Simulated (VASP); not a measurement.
The system is Al2Cu.

```xyz
3
Lattice="-2.0303 2.0303 2.8511 2.0303 -2.0303 2.8511 2.0303 2.0303 -2.8511" Properties=species:S:1:pos:R:3 pbc="T T T"
Al    0.0000    2.0303    1.4255
Al    2.0303    0.0000    1.4255
Cu    0.0000    0.0000    2.8511
```

The cell comes from a database or a generator and needn't be the stable form of this composition.

```yaml
Program: VASP 6.6.1
Task: relaxation of cell and atoms
Functional: LDA
Potentials_or_basis: VASP PAW LDA potentials, release 64 (Al, Cu)
Cutoff: 600 eV
k_mesh: 14 × 14 × 14
Occupations: gaussian, width 0.1 eV
Spin: no spin polarisation
```

At the start: pressure -3.0 GPa; volume 15.67 Å³/atom.

Problem. Where does the relaxation end?

Solution. Over 11 steps the energy falls by 4.2 meV/atom and the volume is 15.24 Å³/atom (-2.8 %); space group Fm-3m (No. 225, to 0.05 Å).

The path:
```csv
step,energy change (eV),largest force (eV/Å),pressure (GPa),volume (Å³)
1,0.0000,0.0000,-2.97,47.01
2,-0.0091,0.0000,1.54,45.06
3,-0.0123,0.0000,-0.36,45.71
4,-0.0122,0.0000,0.34,45.58
5,-0.0123,0.0000,0.14,45.64
6,-0.0123,0.0000,0.08,45.67
7,-0.0125,0.0000,0.12,45.67
8,-0.0125,0.0000,0.10,45.67
9,-0.0125,0.0000,0.09,45.67
10,-0.0125,0.0000,-0.13,45.74
11,-0.0125,0.0000,0.02,45.71
```

Final structure:
```yaml
crystal:
  lattice:
    - [-2.00672, 2.00672, 2.83800]
    - [2.00672, -2.00672, 2.83800]
    - [2.00672, 2.00672, -2.83800]
  atoms:
    - { symbol: Al, position: [0.75000, 0.25000, 0.50000] }
    - { symbol: Al, position: [0.25000, 0.75000, 0.50000] }
    - { symbol: Cu, position: [0.50000, 0.50000, 0.00000] }
```
